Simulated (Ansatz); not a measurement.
Crystal: SiC (Moissanite).

```
Si C
1.0
     3.07600    0.00000    0.00000
    -1.53800    2.66389    0.00000
     0.00000    0.00000    5.04800
Si C
2 2
Direct
  0.66667 0.33333 0.50000
  0.33333 0.66667 0.00000
  0.66667 0.33333 0.88500
  0.33333 0.66667 0.38500
```

Base run:

```yaml
Program: Ansatz 0.2.0
Functional: PBE
Potentials_or_basis: all-electron LAPW, scalar-relativistic
Cutoff: 356 eV
Density_cutoff: 1426 eV
Basis_error_allowed: 0.001 eV/atom
k_mesh: 10 × 10 × 5
Occupations: fermi-dirac, width 0.05 eV
Spin: no spin polarisation
```

Its results: band gap on the k mesh 2.48 eV, indirect (least direct gap 4.08 eV); pressure 3.7 GPa; largest force 0.752 eV/Å.

Problem. The run is repeated on the same cell with these changes: functional from PBE to PBEsol. What comes out?

Solution. Band gap on the k mesh 2.33 eV, indirect (least direct gap 3.96 eV); pressure 0.2 GPa; largest force 0.746 eV/Å.

PBEsol binds more tightly than PBE, so the same cell stands under less pressure.

Caveats: an odd mesh through Γ misses points on the zone boundary, where band edges often lie.

Not every run made on this cell is shown here.
